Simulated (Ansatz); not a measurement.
NaF in the rocksalt structure (r2SCAN geometry), in Ansatz:

```xyz
2
Lattice="0.0000 2.2972 2.2972 2.2972 0.0000 2.2972 2.2972 2.2972 0.0000" Properties=species:S:1:pos:R:3 pbc="T T T"
Na    0.0000    0.0000    0.0000
F     2.2972    2.2972    2.2972
```

G0W0@PBE with 91 empty bands, a screening cutoff of 140 eV and a 6×6×6 mesh (PAW, contour deformation) gives 10.588 eV over the mesh points, from a PBE gap of 6.456 eV; it sums over 99 bands with 89 plane waves in the screening and a wave cutoff of 420 eV. G0W0 here is at a finite number of bands, screening cutoff and k mesh, not at the basis limit. Calculated for a static, non-magnetic cell.

Problem. Estimate the gap with frequency model Godby-Needs pole.

Solution. 10.639 eV (+0.051 eV), from a Kohn-Sham gap of 6.456 eV.

Problem. Another run gave a Kohn-Sham gap of 7.282 eV and a G0W0 gap of 11.062 eV, summing over 99 bands with 89 plane waves in the screening and a wave cutoff of 500 eV. What was changed?

Solution. Starting point r2SCAN, with them a wave cutoff of 500 eV. The Kohn-Sham gap has moved while bands and screening basis stay; the higher wave cutoff is that of a meta-GGA.

Problem. Estimate the gap with empty bands 167, screening cutoff 210 eV.

Solution. 10.745 eV (+0.157 eV), from a Kohn-Sham gap of 6.456 eV.

Problem. Another run gave a Kohn-Sham gap of 6.113 eV and a G0W0 gap of 10.561 eV, summing over 99 bands with 89 plane waves in the screening and a wave cutoff of 420 eV. What was changed?

Solution. Starting point LDA. The Kohn-Sham gap has moved while bands and screening basis stay.
